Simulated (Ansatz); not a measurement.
## BN: H interstitial

Theory: DFT PBE+D3(BJ), scalar-relativistic, plane waves, PAW (Ansatz 0.2.0). Run with 420 eV cutoff, 2×2×2 k-mesh, shifted by half a step, Gaussian smearing of 0.01 eV, collinear spin in charge 0 alone.

Host crystal, relaxed:

```
B N
1.0
     0.00000    3.33948    2.16883
     1.25384    0.00000    2.16883
     1.25384    3.33948    0.00000
B N
1 1
Direct
  0.00011 0.00011 0.99989
  0.66659 0.66659 0.33341
```

Supercell of 24 atoms, rows in host cell vectors: 3 -1 -2; -2 0 3; 0 -2 -1. Atoms relax at the host's cell from a start displaced at random by 0.06 Å near the defect, so other minima may exist. The cell is small, so energies carry finite-size errors of tenths of an eV. The host's Kohn–Sham gap is 3.54 eV. Atoms are taken from and returned to the elements' standard states. Charged cells are corrected for image charges with the computed static dielectric tensor (mean 5.4) and aligned with the host's potential at far atoms (alignment terms reach 0.18 eV; the program doubts the alignment in some charges, where it is up to 0.18 eV). No band-filling term is added, and the Fermi level counts from the host's valence band top.

Defect: H interstitial set at (0.562, 0.083, 0.875) of the host cell. In charges +1, 0, -1 some atom moved by up to 1.5 Å, so the relaxed defect can differ in kind from the start. Before relaxation its nearest neighbours are 1 N at 2.00 Å, 1 N at 2.01 Å, 1 B at 2.02 Å, 1 B at 2.03 Å, 1 B at 2.04 Å, 1 N at 2.07 Å, 1 N at 2.09 Å, 1 B at 2.10 Å.

| charge | E_f at the valence band top (eV) | over the neutral state (eV) | moment (μB) | largest move (Å) | atoms near the site |
| --- | --- | --- | --- | --- | --- |
| +1 | -0.08 | -2.47 | 0.00 | 1.50 | 1 N at 1.05 Å |
| 0 | 2.38 | 0.00 | 1.00 | 0.87 | 1 B at 1.34 Å |
| -1 | 3.97 | 1.59 | 0.00 | 0.75 | 1 B at 1.20 Å |

Among the charges computed the stable one is +1 at the valence band top, changing to -1 at 2.03 eV. Other sites of the defect weren't tried.